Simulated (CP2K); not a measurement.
Runs of CP2K 2026.2 on GaN. The structure is cubic, space group F-43m (No. 216). Conventional cell: a = 4.507 Å, b = 4.507 Å, c = 4.507 Å, α = 90.00°, β = 90.00°, γ = 90.00°. Ga (site symmetry -43m) has 4 N at 1.95 Å as nearest neighbours. Around N (site symmetry -43m) lie 4 Ga at 1.95 Å. The cell is a database's computed one.

| level | cutoff of the non-local correlation (Ry) | gap on the mesh (eV) | pressure (GPa) |
| --- | --- | --- | --- |
| vdW-DF-cx | 300 | 1.60 | 3.3 |
| LDA | - | 1.52 | (c) |
| BEEF-vdW | 300 | 1.84 | (b) |
| M06-L | - | 1.84 | 6.4 |
| AM05 | - | 1.62 | (a) |

Alike in all rows: task single point; potentials or basis POTENTIAL_UZH Ga GTH-PBE-q13, N GTH-PBE-q5; TZVP-MOLOPT-PBE-GTH basis; no spin polarisation; cell as given; k mesh 10 × 10 × 10; smearing fermi-dirac 0.05 eV.

Task: Fill in the values left out.

Result: (a) 1.7; (b) 8.3; (c) -1.2.

Caveats: the potentials were made for another functional, which shifts forces and pressure; the basis of atomic orbitals isn't converged, which shifts pressures, moduli and gaps.

A k mesh can miss the band edges, and the runs leave out spin-orbit coupling on Ga.

Runs at the PBE level aren't shown here.
